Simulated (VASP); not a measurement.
# TaN (P-6m2) in VASP: a series of runs, part 2 of 2

VASP 6.6.1. The steps go on from the part before.

**5. Single point, PBEsol**

This run uses another cell than the first one, of 10.78 Å³/atom, 1.014 times its volume.

INCAR

```
SYSTEM = TaN
  ALGO = Fast
  EDIFF = 1E-7
  ENCUT = 520
  GGA = PS
  ISIF = 2
  ISMEAR = 0
  LASPH = .True.
  LCHARG = .True.
  LELF = .True.
  LREAL = .False.
  LVHAR = .True.
  LWAVE = .False.
  NBANDS = 15
  NELM = 100
  PREC = Accurate
  SIGMA = 0.1
```

KPOINTS

```
k-points
0
Gamma
  9 9 6
  0 0 0
```

POSCAR

```
TaN
1.0
    2.9379988584      0.0000000000      0.0000000000
   -1.4689994292      2.5443816477      0.0000000000
    0.0000000000      0.0000000000      2.8830000000
Ta N
1 1
Direct
    0.3333333333      0.6666666667      0.5000000000
    0.0000000000      0.0000000000      0.0000000000
```

Potentials or basis: VASP PAW PBE potentials, release 64 (Ta_pv, N).

Command:

```
> cat potpaw_PBE.64/Ta_pv/POTCAR potpaw_PBE.64/N/POTCAR > POTCAR
> mpirun -np 1 vasp_std > vasp.out
```

OUTCAR:

```text
SYSTEM = TaN
   EDIFF = 1E-7
   ENCUT = 520
   GGA = PS
   ISIF = 2
   ISMEAR = 0
   LASPH = .True.
   LREAL = .False.
   NELM = 100
   PREC = Accurate

 ion  position               nearest neighbor table
   1  0.333  0.667  0.500-   2 2.23   2 2.23   2 2.23   2 2.23   2 2.23   2 2.23
   2  0.000  0.000  0.000-   1 2.23   1 2.23   1 2.23   1 2.23   1 2.23   1 2.23

  LATTYP: Found a hexagonal cell.
 ALAT       =     2.9379988584
 C/A-ratio  =     0.9812801635

  Lattice vectors:

 A1 = (   2.9379988584,   0.0000000000,   0.0000000000)
 A2 = (  -1.4689994292,   2.5443816477,   0.0000000000)
 A3 = (   0.0000000000,   0.0000000000,   2.8830000000)

Analysis of symmetry for initial positions (statically):
=====================================================================
 Subroutine PRICEL returns:
 Original cell was already a primitive cell.

 Routine SETGRP: Setting up the symmetry group for a
 hexagonal supercell.

 Subroutine GETGRP returns: Found 12 space group operations
 (whereof 12 operations were pure point group operations)
 out of a pool of 24 trial point group operations.

The static configuration has the point symmetry D_3h.

Analysis of symmetry for dynamics (positions and initial velocities):
=====================================================================
 Subroutine PRICEL returns:
 Original cell was already a primitive cell.

 Routine SETGRP: Setting up the symmetry group for a
 hexagonal supercell.

 Subroutine GETGRP returns: Found 12 space group operations
 (whereof 12 operations were pure point group operations)
 out of a pool of 24 trial point group operations.

The dynamic configuration has the point symmetry D_3h.

 Subroutine INISYM returns: Found 12 space group operations
 (whereof 12 operations are pure point group operations),
 and found     1 'primitive' translations

----------------------------------------------------------------------------------------

                                     Primitive cell

  volume of cell :      21.5516
[... 121 lines left out ...]
 RMM-DIIS sequential band-by-band and
 Gauss-broadening in eV      SIGMA  =   0.10
  energy-cutoff  :      520.00
  volume of cell :       21.55
 maximum number of plane-waves:       599
 NGX is ok and might be reduce to    24
   NGX = 11   NGY = 11   NGZ = 11

 number of electron      16.0000001 magnetization

 Free energy of the ion-electron system (eV)
  ---------------------------------------------------
  ext. energy  EPLUGINS =         0.00000000
  ---------------------------------------------------
  free energy    TOTEN  =       -23.80415859 eV

  energy without entropy =      -23.80344322  energy(sigma->0) =      -23.80380090

 E-fermi :   8.2753     XC(G=0): -13.5053

 val. band max:        8.2356099781   @ k =   0.3333   0.3333   0.0000
 cond. band min:       8.2995249828   @ k =   0.0000   0.0000   0.3333
 fundamental gap:      0.0639150047
 Fermi energy:         8.2753032398

 k-point     1 :       0.0000    0.0000    0.0000
  band No.  band energies     occupation
      1     -26.6900      2.00000
      2     -26.4199      2.00000
      3     -26.4199      2.00000
      4      -9.6442      2.00000
      5       3.5300      2.00000
      6       3.5300      2.00000
      7       3.8653      2.00000
      8       5.1835      2.00000
      9      10.3063      0.00000
     10      11.6910      0.00000
     11      11.6910      0.00000
     12      12.0704      0.00000
     13      12.0704      0.00000
     14      21.1450      0.00000
[... 401 lines left out ...]
      2     -27.0641      2.00000
      3     -26.7350      2.00000
      4      -7.0832      2.00000
      5       1.3617      2.00000
      6       1.5975      2.00000
      7       2.4282      2.00000
      8       7.5642      2.00000
      9      10.2499      0.00000
     10      11.2024      0.00000
     11      11.5891      0.00000
     12      14.9549      0.00000
     13      19.3196      0.00000
     14      21.6543      0.00000
     15      23.2789      0.00000

 [... further k-points ...]

------------------------ aborting loop because EDIFF is reached ----------------------------------------

  FORCE on cell =-STRESS in cart. coord.  units (eV):
  Direction    XX          YY          ZZ          XY          YZ          ZX
  --------------------------------------------------------------------------------------
  -------------------------------------------------------------------------------------
  Total       -0.5185128     -0.5185128     -0.6102870      0.0000000     -0.0000000      0.0000000
  in kB      -38.5470859    -38.5470859    -45.3697291      0.0000000     -0.0000000      0.0000000
  external PRESSURE =     -40.8213003 kB  Pullay stress =       0.0000000 kB

 VOLUME and BASIS-vectors are now :
 -----------------------------------------------------------------------------
  energy-cutoff  :      520.00
  volume of cell :       21.55
      direct lattice vectors                 reciprocal lattice vectors
     2.937998858  0.000000000  0.000000000     0.340367729  0.196511400  0.000000000
    -1.468999429  2.544381648  0.000000000     0.000000000  0.393022800  0.000000000
     0.000000000  0.000000000  2.883000000     0.000000000  0.000000000  0.346860909

 POSITION                                       TOTAL-FORCE (eV/Angst)
 -----------------------------------------------------------------------------------
     -0.00000      1.69625      1.44150        -0.000000     -0.000000      0.000000
      0.00000      0.00000      0.00000         0.000000      0.000000      0.000000
 -----------------------------------------------------------------------------------
    total drift:                                0.000000     -0.000000     -0.000000

  FREE ENERGIE OF THE ION-ELECTRON SYSTEM (eV)
  ---------------------------------------------------
  free  energy   TOTEN  =       -23.8041585887 eV

  energy  without entropy=      -23.8034432182  energy(sigma->0) =      -23.80380090
```

OSZICAR:

```text
N       E                     dE             d eps       ncg     rms          rms(c)
DAV:   1     0.887840223713E+02    0.88784E+02   -0.87495E+03  1440   0.112E+03
DAV:   2    -0.233699536491E+02   -0.11215E+03   -0.10576E+03  1734   0.306E+02
DAV:   3    -0.261300592834E+02   -0.27601E+01   -0.27499E+01  1622   0.445E+01
DAV:   4    -0.261410816102E+02   -0.11022E-01   -0.11018E-01  1888   0.304E+00
DAV:   5    -0.261411526231E+02   -0.71013E-04   -0.71011E-04  1664   0.225E-01    0.238E+01
RMM:   6    -0.239696615182E+02    0.21715E+01   -0.31998E+00  1606   0.115E+01    0.109E+01
RMM:   7    -0.238383176316E+02    0.13134E+00   -0.16701E-01  1719   0.374E+00    0.660E+00
RMM:   8    -0.238056635121E+02    0.32654E-01   -0.84655E-02  1747   0.223E+00    0.537E-01
RMM:   9    -0.238042418262E+02    0.14217E-02   -0.62401E-03  1866   0.749E-01    0.287E-01
RMM:  10    -0.238041619534E+02    0.79873E-04   -0.68355E-04  1913   0.229E-01    0.895E-02
RMM:  11    -0.238041571557E+02    0.47977E-05   -0.97212E-05  1933   0.854E-02    0.330E-02
RMM:  12    -0.238041588374E+02   -0.16818E-05   -0.29011E-05  1928   0.405E-02    0.217E-02
RMM:  13    -0.238041583452E+02    0.49223E-06   -0.66897E-06  1900   0.216E-02    0.377E-03
RMM:  14    -0.238041585293E+02   -0.18411E-06   -0.15283E-06  1804   0.853E-03    0.444E-03
RMM:  15    -0.238041585887E+02   -0.59372E-07   -0.23772E-07  1394   0.309E-03
   1 F= -.23804159E+02 E0= -.23803801E+02  d E =-.715370E-03
```

Run time: 9.9 s. Hardware: 1 thread of Intel Xeon Platinum 8488C (Sapphire Rapids), shared host; peak memory 0.14 GiB.

Results:

```yaml
Free_energy: -23.8042 eV
Pressure: -4.1 GPa
Band_gap_on_the_k_mesh: none (metal or under the smearing width)
```

Stress tensor (GPa, compression positive):
```
-3.85  0.00  0.00
 0.00 -3.85  0.00
 0.00  0.00 -4.54
```

Caveat: the k mesh is coarse (spacing up to 0.36 Å⁻¹), so the values aren't converged; the PAW data sets were made with another functional, which shifts forces and pressure a little. Spin-orbit coupling is left out, which matters for the levels of Ta.

**6. The runs side by side**

| task | cell | k mesh | cutoff (eV) | mesh quality | gap on the mesh (eV) | pressure (GPa) |
| --- | --- | --- | --- | --- | --- | --- |
| single point | P-6m2, 10.63 Å³/atom | 18 × 18 × 14 | 520 | not flagged | none | 0.8 |
| relaxation of cell and atoms | relaxed | 18 × 18 × 14 | 600 | not flagged | none | 0.0 |
| single point | the same crystal in its conventional cell | 18 × 18 × 14 | 520 | not flagged | none | 0.8 |
| single point | P-6m2, 10.78 Å³/atom | 9 × 9 × 6 | 520 | coarse | none | -4.1 |

Alike in all rows: level PBEsol; potentials or basis VASP PAW PBE potentials, release 64 (Ta_pv, N); no spin polarisation; smearing gaussian 0.1 eV.

Caveats: some runs use coarse meshes; the PAW data sets were made with another functional, which shifts forces and pressure a little.

Absolute energies hang on the potentials; compare differences alone.
